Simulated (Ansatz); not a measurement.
# Residual resistivity of an alloy: Cu(111) with 4 layers of random Cu-Zn, 2x2, part 2 of 2

Wanted: resistance against the alloy's length, first Cu(111) with 4 layers of random Cu-Zn, 2x2.

Ansatz 0.2.0; Ansatz plane-wave DFT, PBE, PAW files; ballistic transport by layer matching (Landauer), zero bias; PAW set soft_1.

So far. Step 3 (With 8 alloy layers): Over the solved energies the transmission per spin lies between 2.85 and 2.93, out of 3.21 channels of the lead on average (up to 3.21).

### 4. With 12 alloy layers

In 12 layers a share of 0.125 of the sites is given to Zn at random. A fresh draw is used; the growth of the resistance with length is what counts.

System of this step: Cu(111) with 12 layers of random Cu-Zn, 2x2. The cell holds 72 atoms: 66 Cu and 6 Zn. Cell: a = 5.112 Å, b = 5.112 Å, c = 37.568 Å, α = 90.0°, β = 90.0°, γ = 120.0°. It derives from Cu. Regions: lead, 24 atoms (24 Cu); scattering region, 48 atoms (42 Cu and 6 Zn). The structure is stacked along c, and the current runs across the ab planes.

input.yaml reads:

```yaml
crystal:
  lattice:
    - [5.1123254594, 0.0, 0.0]
    - [-2.5561627297, 4.4274037203, 0.0]
    - [0.0, 0.0, 37.567766324]
  atoms:
    - { symbol: Cu, position: [0.0, 0.0, 0.0277777778] }
    - { symbol: Cu, position: [0.0, 0.5, 0.0277777778] }
    - { symbol: Cu, position: [0.5, 0.0, 0.0277777778] }
    - { symbol: Cu, position: [0.5, 0.5, 0.0277777778] }
    - { symbol: Cu, position: [0.1666666667, 0.3333333333, 0.0833333333] }
    - { symbol: Cu, position: [0.1666666667, 0.8333333333, 0.0833333333] }
    - { symbol: Cu, position: [0.6666666667, 0.3333333333, 0.0833333333] }
    - { symbol: Cu, position: [0.6666666667, 0.8333333333, 0.0833333333] }
    - { symbol: Cu, position: [0.3333333333, 0.1666666667, 0.1388888889] }
    - { symbol: Cu, position: [0.3333333333, 0.6666666667, 0.1388888889] }
    - { symbol: Cu, position: [0.8333333333, 0.1666666667, 0.1388888889] }
    - { symbol: Cu, position: [0.8333333333, 0.6666666667, 0.1388888889] }
    - { symbol: Cu, position: [0.0, 0.0, 0.1944444444] }
    - { symbol: Cu, position: [0.0, 0.5, 0.1944444444] }
    - { symbol: Cu, position: [0.5, 0.0, 0.1944444444] }
    - { symbol: Cu, position: [0.5, 0.5, 0.1944444444] }
    - { symbol: Cu, position: [0.1666666667, 0.3333333333, 0.25] }
    - { symbol: Cu, position: [0.1666666667, 0.8333333333, 0.25] }
    - { symbol: Cu, position: [0.6666666667, 0.3333333333, 0.25] }
    - { symbol: Cu, position: [0.6666666667, 0.8333333333, 0.25] }
    - { symbol: Cu, position: [0.3333333333, 0.1666666667, 0.3055555556] }
    - { symbol: Cu, position: [0.3333333333, 0.6666666667, 0.3055555556] }
    - { symbol: Cu, position: [0.8333333333, 0.1666666667, 0.3055555556] }
    - { symbol: Cu, position: [0.8333333333, 0.6666666667, 0.3055555556] }
    - { symbol: Cu, position: [0.0, 0.0, 0.3611111111] }
    - { symbol: Zn, position: [0.0, 0.5, 0.3611111111] }
    - { symbol: Cu, position: [0.5, 0.0, 0.3611111111] }
    - { symbol: Cu, position: [0.5, 0.5, 0.3611111111] }
    - { symbol: Cu, position: [0.1666666667, 0.3333333333, 0.4166666667] }
    - { symbol: Cu, position: [0.1666666667, 0.8333333333, 0.4166666667] }
    - { symbol: Cu, position: [0.6666666667, 0.3333333333, 0.4166666667] }
    - { symbol: Zn, position: [0.6666666667, 0.8333333333, 0.4166666667] }
    - { symbol: Cu, position: [0.3333333333, 0.1666666667, 0.4722222222] }
    - { symbol: Cu, position: [0.3333333333, 0.6666666667, 0.4722222222] }
    - { symbol: Zn, position: [0.8333333333, 0.1666666667, 0.4722222222] }
    - { symbol: Cu, position: [0.8333333333, 0.6666666667, 0.4722222222] }
    - { symbol: Cu, position: [0.0, 0.0, 0.5277777778] }
    - { symbol: Zn, position: [0.0, 0.5, 0.5277777778] }
    - { symbol: Cu, position: [0.5, 0.0, 0.5277777778] }
    - { symbol: Cu, position: [0.5, 0.5, 0.5277777778] }
    - { symbol: Cu, position: [0.1666666667, 0.3333333333, 0.5833333333] }
    - { symbol: Cu, position: [0.1666666667, 0.8333333333, 0.5833333333] }
    - { symbol: Zn, position: [0.6666666667, 0.3333333333, 0.5833333333] }
    - { symbol: Cu, position: [0.6666666667, 0.8333333333, 0.5833333333] }
    - { symbol: Cu, position: [0.3333333333, 0.1666666667, 0.6388888889] }
    - { symbol: Cu, position: [0.3333333333, 0.6666666667, 0.6388888889] }
    - { symbol: Cu, position: [0.8333333333, 0.1666666667, 0.6388888889] }
    - { symbol: Cu, position: [0.8333333333, 0.6666666667, 0.6388888889] }
    - { symbol: Cu, position: [0.0, 0.0, 0.6944444444] }
    - { symbol: Zn, position: [0.0, 0.5, 0.6944444444] }
    - { symbol: Cu, position: [0.5, 0.0, 0.6944444444] }
    - { symbol: Cu, position: [0.5, 0.5, 0.6944444444] }
    - { symbol: Cu, position: [0.1666666667, 0.3333333333, 0.75] }
    - { symbol: Cu, position: [0.1666666667, 0.8333333333, 0.75] }
    - { symbol: Cu, position: [0.6666666667, 0.3333333333, 0.75] }
    - { symbol: Cu, position: [0.6666666667, 0.8333333333, 0.75] }
    - { symbol: Cu, position: [0.3333333333, 0.1666666667, 0.8055555556] }
    - { symbol: Cu, position: [0.3333333333, 0.6666666667, 0.8055555556] }
    - { symbol: Cu, position: [0.8333333333, 0.1666666667, 0.8055555556] }
    - { symbol: Cu, position: [0.8333333333, 0.6666666667, 0.8055555556] }
    - { symbol: Cu, position: [0.0, 0.0, 0.8611111111] }
    - { symbol: Cu, position: [0.0, 0.5, 0.8611111111] }
    - { symbol: Cu, position: [0.5, 0.0, 0.8611111111] }
    - { symbol: Cu, position: [0.5, 0.5, 0.8611111111] }
    - { symbol: Cu, position: [0.1666666667, 0.3333333333, 0.9166666667] }
    - { symbol: Cu, position: [0.1666666667, 0.8333333333, 0.9166666667] }
    - { symbol: Cu, position: [0.6666666667, 0.3333333333, 0.9166666667] }
    - { symbol: Cu, position: [0.6666666667, 0.8333333333, 0.9166666667] }
    - { symbol: Cu, position: [0.3333333333, 0.1666666667, 0.9722222222] }
    - { symbol: Cu, position: [0.3333333333, 0.6666666667, 0.9722222222] }
    - { symbol: Cu, position: [0.8333333333, 0.1666666667, 0.9722222222] }
    - { symbol: Cu, position: [0.8333333333, 0.6666666667, 0.9722222222] }
kpoints:
  mp_grid: { grid: [5, 5, 1] }
hamiltonian:
  xc: pbe
  pseudopotentials: { kind: paw, azcp: { folder: soft_1 } }
scf:
  occupations: { method: fermi_dirac, width: 0.1 }
output:
  transmission:
    leads: [[0, 4]]
    kmesh: [10, 10]
    e_range: [-0.05, 0.05]
    de: 0.05
  write_potential: true
  write_density: true
  volumetric_format: npy
```

Launch:

```console
> ansatz run input.yaml --threads 4 --pin off --max-ram 15360MiB --backend cpu --events-out ev --progress --plain --runs-dir out
```

Numbers of over 12 decimals in the logs are rounded to 6 here.

Log:

```text
[...]
Crystal: 72 atoms, lattice volume = 850.321 Å³
Basis set: ecut = 420 eV, 16727 PW (Γ)
Bands: 796, of which v1, the nominal top of the filled ones, is band 663 counted from 1 (662 counted from 0)
Symmetry: 1 space group operations
[...]
k-points: 13 of 25 (time reversal used)
[...]
SCF iter   1: F=—  HF=-457245.621300 eV  |F-HF|=—  |Δ(HF+E_count)|=         —  Δρ=2.76e-1  dr2=4.05e2  ethr=3.10e-3  ⟨swp⟩=5.5  Hψ=38925  notcnv=0  defer=259
[...]
SCF iter  18: F=-457177.768673 eV  HF=-457177.768673 eV  |F-HF|=6.32e-8  |Δ(HF+E_count)|=   4.71e-9  Δρ=9.06e-7  dr2=6.26e-8  ethr=7.54e-12  ⟨swp⟩=8.3  Hψ=39493  notcnv=0
SCF 1 converged in 18 iterations: F = -457177.768673 eV  dr2 = 6.26e-8
[...]
transmission: 298 of 2964 steps passed
transmission: 596 of 2964 steps passed
[...]
transmission: 2964 of 2964 steps passed
SCF converged after 18 iterations
Free energy (F): -457177.768673 eV
[...]
Internal energy: -457177.088955 eV  (E = F + TS)
E sigma→0 (E₀):  -457177.428814 eV
Entropy (-TS):   -0.679718 eV (-9.441 meV/atom)
Fermi energy:    16.274749 eV
[...]
--- Band table (eV; the first three rows and the last of 13) ---
  k-point 0: bands = [... 659 lower, 16.3419, 16.4095, 16.4381, 16.4664, 16.5525, 16.6484, 16.6550, 16.7164, ... 129 higher]
  k-point 1: bands = [... 659 lower, 15.9604, 16.0163, 16.1239, 16.1413, 16.1907, 16.2116, 16.2210, 16.2759, ... 129 higher]
  k-point 2: bands = [... 659 lower, 16.0239, 16.0287, 16.0737, 16.0822, 16.1828, 16.2063, 16.2174, 16.5305, ... 129 higher]
  k-point 12: bands = [... 659 lower, 15.9859, 15.9933, 16.4144, 16.4425, 16.4977, 16.6732, 16.7651, 16.9789, ... 129 higher]
--- Transmission ---
  basis      : 199 plane waves across, 57 finite elements along
  points     : 52, standing for a mesh of 10 x 10
[...]
channels       : 3.210000e0 a spin
[...]
junction   : crystal 0 to crystal 0, 1.39 to 36.87 Å
    transmission   : 2.801695e0 a spin
[...]
```

Elapsed: 31 min, on 4 threads of Arm Neoverse V1, shared host; peak memory 8.7 GiB.

This step gave:

| Item | Value |
| --- | --- |
| free energy | -457177.7687 eV |
| energy at zero smearing | -457177.4288 eV |
| Fermi energy | 16.27 eV |
| transmission per spin nearest the Fermi level | 2.802 |
| step of the lead's potential | 2.2 meV |

Per spin. Transmission, zone mean against energy, zero at the Fermi level:

```csv
energy (eV),"transmission, zone mean"
-0.0500,2.79
0.0000,2.80
0.0500,2.77
```

Over the solved energies the transmission per spin lies between 2.77 and 2.80, out of 3.21 channels of the lead on average (up to 3.21).

### 5. Resistance against length

This step: Ansatz plane-wave DFT, PBE, PAW files; ballistic transport by layer matching (Landauer), zero bias; residual resistivity from the slope of the area resistance, atoms on the host's lattice; PAW set soft_1 (Ansatz 0.2.0).

Numbers from this step:

```yaml
resistivity: 5.024 µΩ cm
intercept: 0.01387 fΩ m²
scatter_about_the_fit: 0.002809 fΩ m²
```

Resistance, by row:

```csv
run,length (Å),T,channels N,RA (fΩ m²)
n4,8.348,3.031,3.21,0.05382
n8,16.7,2.887,3.21,0.1017
n12,25.05,2.788,3.21,0.1377
```

Table of area resistance by length of the alloy:

```csv
length of the alloy (Å),area resistance (fΩ m²)
8.35,0.0538
16.70,0.102
25.05,0.138
```

The area resistance goes from 0.054 to 0.14 fΩ m² between 8.3 and 25.0 Å, a slope of 5.0 µΩ cm.

By hand from the end points: (0.1377 − 0.05382) fΩ m² / (25.05 − 8.35) Å = 5.0 µΩ cm, since 1 fΩ m² per Å is 1000 µΩ cm.

### 6. Summary of results

| Item | Value |
| --- | --- |
| resistivity from the slope | 5.02 µΩ cm |
| area resistance over 8.35 Å | 0.0538 fΩ m² |
| area resistance over 16.7 Å | 0.102 fΩ m² |
| area resistance over 25.0 Å | 0.138 fΩ m² |

In words: The slope gives 5.0 µΩ cm. The points scatter by 0.0028 fΩ m² about the line, with one random draw a length in a 2x2 cell, so the slope is a rough value. Read with a model of isotropic scattering on a spherical Fermi surface and the lead's 1.1×10¹⁵ S/m², this slope means a mean free path near 159 Å; over these lengths the model's slope is 1.17 times its bulk resistivity, which would be 4.3 µΩ cm. The draw over the shortest length came out nearly ordered, with 8 symmetry operations, so that point is a poor sample of a random alloy. The atoms sit on the host's lattice, so scattering by size misfit is left out.

[Logs are printed without paths, hosts, clocks, repeated set-up lines and the standing remarks that a program may print on its own settings, such as how far it seeks lower states.]

[Hosts, paths, dates, database ids (printed as entryN), source tags and the programs' standing remarks are cut or masked in the printed files.]
